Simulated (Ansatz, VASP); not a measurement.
## One calculation of Be, two programs

```
Be
1.0
    -1.25312    1.25312    1.25312
     1.25312   -1.25312    1.25312
     1.25312    1.25312   -1.25312
Be
1
Direct
  0.00000 0.00000 0.00000
```

This isn't the form of Be at room conditions, which is hcp.

Alike in both runs: functional PBE0; dispersion D3(BJ); k mesh 8 × 8 × 8; occupations fermi-dirac, width 0.05 eV; no spin polarisation.

```csv
,VASP,Ansatz
version,VASP 6.6.1,Ansatz 0.2.0
potentials or method,"VASP PAW PBE potentials, release 64 (Be)",Ansatz PAW
plane-wave cutoff (eV),500,420
valence electrons in the cell,2,2
task,band structure,single point
```

Ansatz gave:

- gap on the k mesh at the Fermi level (eV): none
- pressure (GPa): -9.2
- dispersion energy (meV/atom): -360.5

**Question.** What did VASP give for the same quantities?

**Answer.** gap on the k mesh at the Fermi level (eV): none; pressure (GPa): -9.2; dispersion energy (meV/atom): -360.4.

A gap of «none» marks a metal or a gap that the smearing closes. With one functional, cell and mesh, what is left measures potentials, basis and numerics.

Caveats: the k mesh is coarse (spacing up to 0.44 Å⁻¹), so the values aren't converged, least of all with exact exchange; pairwise dispersion overbinds metals, which lowers pressure and volume; an unscreened hybrid on a path of extra k points without a Coulomb cutoff has errors near the mesh points, so the bands along the path aren't reliable (VASP); the PAW data sets were made with another functional, which shifts forces and pressure a little (VASP); the PAW data sets come from PBE, with cores solved anew for the run's functional, which leaves a small shift of forces and pressure (Ansatz); the thresholds are loose for stress (Ansatz).
